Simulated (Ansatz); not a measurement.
This SiO2 structure is the end of a relaxation. The cell was found from a structure generator's guess, not taken from experiment.

All numbers below come from DFT PBE+D3(BJ), scalar-relativistic, plane waves, PAW (Ansatz 0.2.0). Cutoff 420 eV, Γ-centred mesh, Gaussian smearing, no spin polarisation.

```
Si O
1.0
     2.68644    0.00000    0.00000
    -1.34322    2.32653    0.00000
     0.00000    0.00000    9.48362
Si O
2 4
Direct
  0.66667 0.33333 0.75802
  0.33333 0.66667 0.24198
  0.33333 0.66667 0.85452
  0.00000 0.00000 0.66141
  0.66667 0.33333 0.14548
  0.00000 0.00000 0.33859
```

The zero of energy is the elements' standard structures at the same level (O₂ as a molecule); no fitted shifts are applied.

**Question.** What space group does it have?

**Answer.** P-3m1 (No. 164). Conventional cell: a = 2.686 Å, c = 9.484 Å. Around Si lie 6 O at 1.80 Å; O on its first site has 3 Si at 1.80 Å; O on its second site has 3 Si at 1.80 Å.

**Question.** How far does it lie from the elements in energy?

**Answer.** −2.532 eV/atom. Whether it is stable depends on the other phases of the system, which aren't compared here.

**Question.** Is it a metal?

**Answer.** No, the gap on the 12×12×4 mesh is 6.20 eV.

The last run used a 12×12×4 mesh (in the run's order of axes) for its 6-atom cell and Gaussian smearing of 0.02 eV. Kohn–Sham gaps at this level usually fall short of measured ones. A later test with randomly moved atoms ended 5 meV/atom lower, in C2/m at a loose tolerance, which is no clear verdict on its stability.
